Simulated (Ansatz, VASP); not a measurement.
# Ga: VASP beside Ansatz

```xyz
1
Lattice="-1.4116 1.4116 2.3566 1.4116 -1.4116 2.3566 1.4116 1.4116 -2.3566" Properties=species:S:1:pos:R:3 pbc="T T T"
Ga    0.0000    0.0000    0.0000
```

Change from the starting cell: volume scaled by 1.06.

Alike in both runs: task single point; functional PBEsol; k mesh 13 × 13 × 13; occupations fermi-dirac, width 0.05 eV; no spin polarisation.

```csv
,VASP,Ansatz
version,VASP 6.6.1,Ansatz 0.2.0
potentials or method,"VASP PAW PBE potentials, release 64 (Ga_d)",Ansatz PAW
plane-wave cutoff (eV),520,420
valence electrons in the cell,13,13
```

|  | VASP | Ansatz | Ansatz less VASP |
| --- | --- | --- | --- |
| gap on the k mesh at the Fermi level (eV) | none | none | - |
| pressure (GPa) | -3.3 | -3.3 | -0.05 |

A gap of «none» marks a metal or a gap that the smearing closes. With one functional, cell and mesh, what is left measures potentials, basis and numerics.

Caveats: the PAW data sets were made with another functional, which shifts forces and pressure a little (VASP); the PAW data sets come from PBE, with cores solved anew for the run's functional, which leaves a small shift of forces and pressure (Ansatz).
